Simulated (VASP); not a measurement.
A run of VASP 6.6.1 is set up as follows.

Contents of INCAR:

```
ALGO = Fast
EDIFF = 1E-6
EDIFFG = -0.01
ENCUT = 600
GGA = RP
IBRION = 2
ISIF = 3
ISMEAR = 0
LASPH = True
LCHARG = False
LREAL = False
LWAVE = False
NELM = 100
NSW = 60
PREC = Accurate
SIGMA = 0.001
```

File KPOINTS:

```
k-points
0
Gamma
  10 10 6
```

The input POSCAR:

```
Ta2N
1.0
    3.1128615060      0.0000000000      0.0000000000
   -1.5564307530      2.6958171426      0.0000000000
    0.0000000000      0.0000000000      4.8698410000
Ta N
2 1
Direct
    0.3581420000      0.6641500000      0.2611140000
    0.6742040000      0.3146850000      0.7408560000
    0.0067180000      0.0186010000      0.0001630000
```

Potentials or basis: VASP PAW PBE potentials, release 64 (Ta_pv, N).

Command:

```sh
$ cat potpaw_PBE.64/Ta_pv/POTCAR potpaw_PBE.64/N/POTCAR > POTCAR
$ mpirun -np 1 vasp_std > vasp.out
```

Question: Estimate the space group after relaxing (to 0.05 Å).

Answer: P-3m1 (No. 164).

Question: Estimate the relaxed volume.

Answer: 13.76 Å³/atom.

Forces on the atoms (eV/Å):
```
Ta  -0.001 -0.001  0.001
Ta  -0.002 -0.004 -0.004
N    0.004  0.006  0.003
```

Caveat: the PAW data sets were made with another functional, which shifts forces and pressure a little. Spin-orbit coupling is left out, which matters for the levels of Ta.
